## Why compression lowers the energy of this cobalt cell

One expects a crystal to resist squeezing as well as stretching, so that its energy rises for a strain of either sign. Here it rises only on stretching; compression along the same direction lowers it.

A two-atom P-3m1 Co cell (a = 2.487 Å, c = 4.063 Å), not relaxed at this level, is strained along a only, with fractional coordinates fixed. Ansatz 0.2.0 was used with plane-wave PAW, PBEsol, scalar relativity, collinear spin, a 420 eV cutoff, a 24×24×12 k mesh and 0.15 eV Gaussian smearing. Free energies are relative to the unstrained cell; pressure is positive in compression.

| strain | energy change (meV/atom) | tensile stress along pattern (GPa) | pressure (GPa) | total moment (Bohr magneton a cell) |
| --- | --- | --- | --- | --- |
| -0.02 | -6.8 | 0.83 | -5.19 | 3.2170 |
| -0.01 | -4.8 | 5.05 | -7.44 | 3.2310 |
| 0 | 0.0 | 8.90 | -9.52 | 3.2430 |
| 0.005 | 3.3 | 10.70 | -10.51 | 3.2480 |
| 0.015 | 11.8 | 14.05 | -12.37 | 3.2580 |
| 0.02 | 16.8 | 15.60 | -13.25 | 3.2620 |

Three explanations come to mind. The tempting one is anharmonicity: bonds respond differently to shortening and lengthening, so the two sides of the energy curve differ. The second is an elastic instability, in which the crystal gives way under this strain. The third is that the crystal was not at rest to begin with, because its cell had not been relaxed with the PBEsol functional used here.

The stress at zero strain speaks for the third. It is a tension of 8.90 GPa, whereas a crystal at a minimum of its energy would show none. A spring held beyond its natural length behaves in the same way: let it shorten a little and it gives up energy, pull it further and it takes up more. The comparison holds for one direction only, since the crystal is also held stretched along the other two.

The size of the effect follows from the work done. The faces being pulled apart keep their area $A$, because the other two directions are fixed. Lengthening an edge $L$ by $L\,d\varepsilon$ against a tensile stress $\sigma$ therefore takes the work $\sigma A L\,d\varepsilon = V_0\sigma\,d\varepsilon$, where $V_0$ is the unstrained volume. If the stress grows as $\sigma_0 + C\varepsilon$, with $C$ the stiffness, the energy per atom changes by

$$\Delta E \approx V_0\left(\sigma_0\,\varepsilon + \tfrac12 C\,\varepsilon^2\right).$$

The first term changes sign with the strain; the second is a cost for either sign, as long as $C$ is positive.

For the strain of −0.02, with $V_0$ = 10.89 Å³, $C$ = 369 GPa from the stresses at ±0.02, and 1 eV/Å³ = 160.2 GPa, the two terms are

$$\frac{10.89\times 8.90\times(-0.02)}{160.2}\ \text{eV} = -12.1\ \text{meV},\qquad \frac{10.89\times 369\times 0.02^2}{2\times 160.2}\ \text{eV} = +5.0\ \text{meV}.$$

Released tension outweighs elastic cost, and the sum of −7.1 meV per atom lies close to the computed −6.8. The remaining 0.3 meV is the anharmonic part, which follows from the slight curvature of the stress.

That small remainder decides against the tempting explanation. At a strain of 0.02 the anharmonic part is about 39 times smaller than the tension part, and it has the opposite sign: it makes compression dearer, not cheaper. A fit to all six energies with a square and a cubic term but no tension gives −0.2 meV per atom at −0.01, where the calculation gives −4.8.

An instability along this direction is ruled out as well, because it would need a stress that falls as the crystal is stretched. The stress rises in every step. The stiffness does drop, from 422 GPa in the first interval to 310 GPa in the last, but it stays positive, and some softening is expected as bonds lengthen. Other kinds of strain, and atoms free to adjust, are not tested here.

With the anharmonic part included, the stresses of three rows reproduce the energies of all six to better than 0.1 meV per atom, as the printed output shows. No energy entered that estimate. Since stress is by definition the slope of the energy, the agreement confirms that the calculation is consistent; it does not explain where the tension comes from.

The main origin is probably the cell size, since PBEsol tends to favour small volumes for metals such as cobalt. The atoms are also out of place: the layers are unevenly spaced, unlike those of ideal hexagonal close-packed cobalt, and forces of 0.45 eV/Å act on them at zero strain. That looks like a second source of tension, but the forces speak against it: they weaken as the cell is stretched, from 0.49 eV/Å at −0.02 to 0.42 eV/Å at +0.02. Stretching thus makes the misplacement less costly, so the misplaced atoms are expected to push the cell outward along this direction and to lower the tension, not to cause it. The PAW datasets, made for PBE and not for PBEsol, may shift the stress as well.

For anyone extracting an elastic constant, the lesson is to relax the cell with the same functional and settings first, or at least to remove the linear term. In a metal with about 11 Å³ per atom, a leftover stress of 10 GPa is worth about 7 meV per atom at 1 % of strain, whereas the elastic cost at a stiffness like the one here is only about 1 meV. Treating the 16.8 meV at +0.02 as purely elastic would overstate the stiffness more than threefold, since the true elastic share is 5.0 meV; the energy at −0.02 would even give a negative stiffness. Averaging the two strains cancels the tension and gives 368 GPa. This value belongs to a stretched cell whose atoms could not adjust, and to a magnetic state not shown to be the lowest, so it is not the elastic constant of relaxed cobalt.

The same reasoning gives a rule for similar scans: a cell under tension lowers its energy by shrinking, one under pressure by expanding, up to a strain of roughly $\sigma_0/C$. Here that is about 2 %, and extrapolation puts the minimum at −0.022, just outside the scan. It would still not be the relaxed crystal, because at −0.02 the pressure is −5.2 GPa: the other two directions remain under tension.

Numerical output:

```
fit of energy_change on 6 rows: coefficient of pct**2 1.363 +/- 0.53, coefficient of pct**3 1.601 +/- 0.27; rms 2.64, worst -0.01 4.56, leave-one-out rms 7.34
fit of energy_change on 6 rows: coefficient of pct 5.932 +/- 0.026, coefficient of pct**2 1.252 +/- 0.014; rms 0.0712, worst -0.01 0.12, leave-one-out rms 0.212
Parts of the energy change from stresses alone (meV/atom) and stiffness since the row before (GPa):
    row  tension  stiffness_part  anharmonic     sum  fit_without_tension  stiffness_GPa
  -0.02    -12.1            5.02      0.3104  -6.769               -7.357            n/a
  -0.01   -6.049           1.255      0.0388  -4.756               -0.238            422
    0.0        0               0           0       0                    0            385
  0.005    3.025          0.3137    -0.00485   3.334               0.5409            360
  0.015    9.074           2.824     -0.1309   11.77                8.471            335
   0.02     12.1            5.02     -0.3104   16.81                18.26            310
Largest miss of the sum of the three parts, meV/atom: 0.04436
Half the energy difference between +2 % and -2 %, meV/atom: 11.8
Half the energy sum of +2 % and -2 %, meV/atom: 5
Stiffness from the stresses at +2 % and -2 %, GPa: 369.2
Stiffness from the energies at +2 % and -2 %, GPa: 367.8
Tension part over anharmonic part at 2 %, sizes only: 38.98
Strain where the stress along x would vanish, extrapolated, %: -2.188
Change of the total moment over the whole scan, % of the smallest: 1.399
```
